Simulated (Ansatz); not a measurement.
# Pd (Fm-3m) in Ansatz: notebook

One crystal, Pd, is run at these levels: PBE, BLYP+D4, PBE+D4; tasks: single point, relaxation of cell and atoms.

Program: Ansatz 0.2.0. These are calculated values, not measurements. Logs are shortened: lines on timing, memory, paths and dates and some standing lists are left out, and cuts for length are marked.

## (1) The structure

The structure is cubic, space group Fm-3m (No. 225). Conventional cell: a = 3.893 Å, b = 3.893 Å, c = 3.893 Å, α = 90.00°, β = 90.00°, γ = 90.00°. Around Pd (site symmetry m-3m) lie 12 Pd at 2.75 Å.

## (2) Single point, PBE

input.yaml reads:

```yaml
crystal:
  lattice:
    - [0.0, 1.9465, 1.9465]
    - [1.9465, 0.0, 1.9465]
    - [1.9465, 1.9465, 0.0]
  atoms:
    - { symbol: Pd, position: [0.0, 0.0, 0.0] }
kpoints:
  mp_grid: { grid: [12, 12, 12] }
scf:
  occupations: { method: gaussian, width: 0.017 }
hamiltonian:
  xc: pbe
  pseudopotentials: { kind: all_electron, lapw: { basis_error: 0.001 } }
output:
  forces: true
  stress: true
  eigenvalues: true
```

Potentials or basis: all-electron LAPW, scalar-relativistic.

On the command line:

```console
> ansatz run input.yaml --threads 1 --pin off --max-ram 3072MiB --backend cpu --events-out ev --progress --plain --runs-dir out
```

Standard output:

```text
Warning: RAYON_NUM_THREADS=1 ignored (pool sized by the plan → 1); use --threads N
LAPW: plane waves up to 8.362 Å⁻¹, error target 1.0e-3 eV per atom; small_component_spin mean_spin; Pd in spheres of 1.376 Å, 28 of its electrons in bands, Dirac shells [] (how accurate: hamiltonian.pseudopotentials.lapw.basis_error, Limitations)
Engine: ansatz 0.2.0, aarch64-unknown-linux-gnu
Pseudopotentials: kind: all_electron
Pseudopotential: Pd, LAPW, valence charge 28, lapw/all_electron/scalar/gaussian/Pd, Koelling and Harmon's equation, gaussian nucleus
Functional definition: PBE
  parameter kappa = 0.804
  parameter beta = 0.06672455060314922
  exchange = pbe_x(kappa = kappa, mu = beta*pi^2/3)
  correlation = pbe_c(beta = beta)
Crystal: 1 atoms, lattice volume = 14.750 Å³
Basis set: ecut = 266.4040498063722 eV, 137 PW (Γ), exchange–correlation at level 2
Bands: 18, of which v1, the nominal top of the filled ones, is band 14 counted from 1 (13 counted from 0)
Symmetry: 48 space group operations
Space group: Fm-3m (ITA 225), of the structure as read, at distance tolerance 2.5e-5 Å
k-points: 72 of 1728
Non-local potential: Pd, projectors of the file, none
Initial density: superposition of atomic densities (chi_scale 0.1, normalization cell)
Initial wavefunctions: plane waves of lowest kinetic energy (no species holds an atomic orbital)
Functional: x = pbe(κ = 0.804, μ = 0.2195149727645171), c = pbe(β = 0.06672455060314922)
iter 1 solved again at ethr=7.20e-4 eV; its pass at ethr=1.00e-1 eV (dr2=2.02e-1 eV) is discarded
SCF iter   1: F=—  HF=-137307.574815 eV  |F-HF|=—  |Δ(HF+E_count)|=         —  Δρ=4.94e-2  dr2=2.02e-1  ethr=7.20e-4  ⟨swp⟩=2.7  Hψ=8280  notcnv=0
preconditioner: auto → none  [metal: Δε(μ)=0.010 eV  Ē_g=13.580 eV  σ=0.017 eV  W_gap=0.31  n_scr=8 (ndim 8)  ℏωp=30.6 eV  f_vac=0.005  D(μ)=6.73/eV (n_scr^D=168)  sad-step TF]
iter 2 solved again at ethr=1.79e-5 eV; its pass at ethr=7.20e-4 eV (dr2=5.02e-3 eV) is discarded
SCF iter   2: F=—  HF=-137306.829701 eV  |F-HF|=—  |Δ(HF+E_count)|=   7.45e-1  Δρ=5.78e-3  dr2=5.02e-3  ethr=1.79e-5  ⟨swp⟩=2.0  Hψ=6568  notcnv=0
SCF iter   3: F=—  HF=-137306.675537 eV  |F-HF|=—  |Δ(HF+E_count)|=   1.54e-1  Δρ=1.01e-2  dr2=1.06e-2  ethr=1.79e-5  ⟨swp⟩=3.0  Hψ=4346  notcnv=0
SCF iter   4: F=—  HF=-137306.669070 eV  |F-HF|=—  |Δ(HF+E_count)|=         —  Δρ=8.67e-4  dr2=9.10e-5  ethr=1.79e-5  ⟨swp⟩=2.2  Hψ=3928  notcnv=0
the basis was enlarged: its passes take 261.1 KiB over the memory plan, 1 of 1 planned eigensolver slots
SCF iter   5: F=—  HF=-137306.668828 eV  |F-HF|=—  |Δ(HF+E_count)|=   2.42e-4  Δρ=2.96e-4  dr2=8.29e-6  ethr=3.25e-7  ⟨swp⟩=3.0  Hψ=3752  notcnv=0
SCF iter   6: F=—  HF=-137306.668827 eV  |F-HF|=—  |Δ(HF+E_count)|=   9.08e-7  Δρ=1.59e-5  dr2=2.66e-8  ethr=2.96e-8  ⟨swp⟩=2.0  Hψ=3651  notcnv=0
SCF iter   7: F=-137306.668827 eV  HF=-137306.668827 eV  |F-HF|=7.97e-9  |Δ(HF+E_count)|=   2.76e-7  Δρ=2.88e-6  dr2=8.16e-10  ethr=9.50e-11  ⟨swp⟩=3.0  Hψ=3903  notcnv=0
SCF 1 converged in 7 iterations: F = -137306.668827 eV  dr2 = 8.16e-10
SCF converged after 7 iterations
Free energy (F): -137306.668827 eV
Harris-Foulkes:  -137306.668827 eV  (|F-HF|=7.97e-9)
Internal energy: -137306.667678 eV  (E = F + TS)
E sigma→0 (E₀):  -137306.668253 eV
Entropy (-TS):   -0.001149 eV (-1.149 meV/atom)
Fermi energy:    21.468396 eV
--- Per-component energies (eV) ---
  E_band       = -3134.624939
  E_kinetic    = 143298.137730
  E_xc         = -3922.895431
  E_electrostatic = -276681.909977  (all electrons and nuclei)
  E_smearing   = -0.001149  (= −TS)
  E_closure    = 0.000000  (closes the sum)
  E_atoms      = -137302.962084  (free atoms, spherical and without spin; not in F)
  Σ components = -137306.668827   (vs F -137306.668827, Δ=0.00e0)
  Basis errors (estimates in eV, not in F): energy 2.1e-4 per atom: plane waves 1.7e-4 (1.2e-4 summed), levels above the bands 0.0e0, relativity 6.2e-8, radial functions 3.8e-5, core shells 5.4e-8; eigenvalues (radial functions only) 4.4e-6; not estimated: angular momenta, meshes, grids; target (lapw.basis_error) 1.0e-3; muffin-tin radii Pd 1.376 Å
--- Forces (eV/Å), atoms counted from 1 ---
  atom   1  Pd    -0.00000000     0.00000000    -0.00000000
  max |Σ_I F_I| component: 9.86e-32 eV/Å
--- Stress (GPa, compression-positive) ---
        6.803012       0.000000      -0.000000
        0.000000       6.803012      -0.000000
       -0.000000      -0.000000       6.803012
  P = ⅓ Tr σ = 6.8030 GPa (68.030 kbar)
--- Band table (eV; the first three rows and the last of 72) ---
  k-point 0: bands = ["-302.8443", "-302.8443", "-302.8443", "-302.8214", "-302.8214", "-62.6389", "-28.1390", "-28.1390", "-28.1390", "14.3479", "18.6502", "18.6502", "18.6502", "20.2650", "20.2650", "38.5099", "43.2269", "43.2269"]
  k-point 1: bands = ["-302.8443", "-302.8443", "-302.8443", "-302.8214", "-302.8214", "-62.6353", "-28.1671", "-28.1430", "-28.1430", "14.5985", "18.5642", "18.7352", "18.7352", "20.2260", "20.2260", "38.7627", "41.8070", "43.5176"]
  k-point 2: bands = ["-302.8443", "-302.8443", "-302.8443", "-302.8214", "-302.8214", "-62.6253", "-28.2434", "-28.1538", "-28.1538", "15.2765", "18.4158", "18.9072", "18.9072", "20.2002", "20.2002", "38.6522", "39.8350", "44.2842"]
  k-point 71: bands = ["-302.8443", "-302.8443", "-302.8443", "-302.8214", "-302.8214", "-62.5663", "-28.4116", "-28.4116", "-28.2963", "17.1625", "18.1062", "18.1062", "20.1685", "21.7860", "30.4014", "30.4014", "31.8846", "33.0957"]
```

Run time: 6.3 s. Hardware: 1 thread of Arm Neoverse V1, shared host; peak memory 0.27 GiB.

What came out:

```yaml
Free_energy: -137306.6688 eV
Pressure: 6.8 GPa
Band_gap_on_the_k_mesh: none (metal or under the smearing width)
```

## (3) Relaxation of cell and atoms, BLYP+D4

Edit input.yaml of step 2 so:

```diff
@@ -10,5 +10,6 @@
 scf:
-  occupations: { method: gaussian, width: 0.017 }
+  occupations: { method: fermi_dirac, width: 0.05 }
 hamiltonian:
-  xc: pbe
+  xc: blyp
+  dispersion: d4
   pseudopotentials: { kind: all_electron, lapw: { basis_error: 0.001 } }
@@ -17,2 +18,5 @@
   stress: true
-  eigenvalues: true
+relax:
+  f_tol: 0.01
+  max_steps: 60
+  cell: {}
```

Potentials or basis: all-electron LAPW, scalar-relativistic.

On the command line:

```console
> ansatz run input.yaml --threads 1 --pin off --max-ram 3072MiB --backend cpu --events-out ev --progress --plain --runs-dir out
```

Wall time 22 s (1 thread of Arm Neoverse V1, shared host); peak memory 0.28 GiB.

It converged, with:

| Item | Value |
| --- | --- |
| Free energy | -137322.3247 eV |
| Relaxed volume | 15.38 Å³/atom |
| Relaxed cell | a = 2.791 Å, b = 2.791 Å, c = 2.791 Å, α = 60.00°, β = 60.00°, γ = 60.00° |
| Space group after relaxing (to 0.05 Å) | Fm-3m (No. 225) |
| Energy gained by relaxing | 14.8 meV/atom |
| Ionic steps | 5 |
| Pressure after relaxing | 0.0 GPa |

Step by step:
```
step  energy change (eV)  largest force (eV/Å)  volume (Å³)
   1              0.0000                0.0000        14.75
   2             -0.0090                0.0000        15.81
   3             -0.0147                0.0000        15.42
   4             -0.0148                0.0000        15.38
   5             -0.0148                0.0000        15.38
```

Final structure:
```yaml
crystal:
  lattice:
    - [0.00000, 1.97385, 1.97385]
    - [1.97385, 0.00000, 1.97385]
    - [1.97385, 1.97385, 0.00000]
  atoms:
    - { symbol: Pd, position: [0.00000, 0.00000, 0.00000] }
```

Zero-point motion and thermal expansion aren't in these numbers.

## (4) Relaxation of cell and atoms, PBE+D4

Edit input.yaml of step 3 so:

```diff
@@ -12,3 +12,3 @@
 hamiltonian:
-  xc: blyp
+  xc: pbe
   dispersion: d4
@@ -19,3 +19,3 @@
 relax:
-  f_tol: 0.01
+  f_tol: 0.02
   max_steps: 60
```

On the command line:

```console
> ansatz run input.yaml --threads 1 --pin off --max-ram 3072MiB --backend cpu --events-out ev --progress --plain --runs-dir out
```

Wall time 18 s (1 thread of Arm Neoverse V1, shared host); peak memory 0.28 GiB.

Results (log left out):

```yaml
Free_energy: -137307.1741 eV
Relaxed_volume: 14.89 Å³/atom
Relaxed_cell: a = 2.762 Å, b = 2.762 Å, c = 2.762 Å, α = 60.00°, β = 60.00°, γ = 60.00°
Space_group_after_relaxing_to_0.05_Å: Fm-3m (No. 225)
Energy_gained_by_relaxing: 0.8 meV/atom
Ionic_steps: 4
Pressure_after_relaxing: 0.0 GPa
```

Step by step:
```tsv
step	energy change (eV)	largest force (eV/Å)	volume (Å³)
1	0.0000	0.0000	14.75
2	-0.0004	0.0000	14.99
3	-0.0008	0.0000	14.89
4	-0.0008	0.0000	14.89
```

Final structure:
```cif
data_structure
_symmetry_space_group_name_H-M 'P 1'
_symmetry_Int_Tables_number 1
_cell_length_a 2.7616
_cell_length_b 2.7616
_cell_length_c 2.7616
_cell_angle_alpha 60.000
_cell_angle_beta 60.000
_cell_angle_gamma 60.000
_cell_volume 14.89
loop_
_atom_site_label
_atom_site_type_symbol
_atom_site_fract_x
_atom_site_fract_y
_atom_site_fract_z
_atom_site_occupancy
Pd1 Pd 0.00000 0.00000 0.00000 1
```

Zero-point motion and thermal expansion aren't in these numbers.

## (5) The runs side by side

```tsv
task	level	cell	cutoff (eV)	smearing	pressure (GPa)	relaxed volume (Å³/atom)
single point	PBE	as given	266	gaussian 0.017 eV	6.8	-
relaxation of cell and atoms	BLYP+D4	relaxed	-	fermi-dirac 0.05 eV	0.0	15.38
relaxation of cell and atoms	PBE+D4	relaxed	-	fermi-dirac 0.05 eV	0.0	14.89
```

Alike in all rows: potentials or basis all-electron LAPW, scalar-relativistic; no spin polarisation; k mesh 12 × 12 × 12; basis error allowed 0.001 eV/atom.

Compare energies only between runs with the same functional and basis.
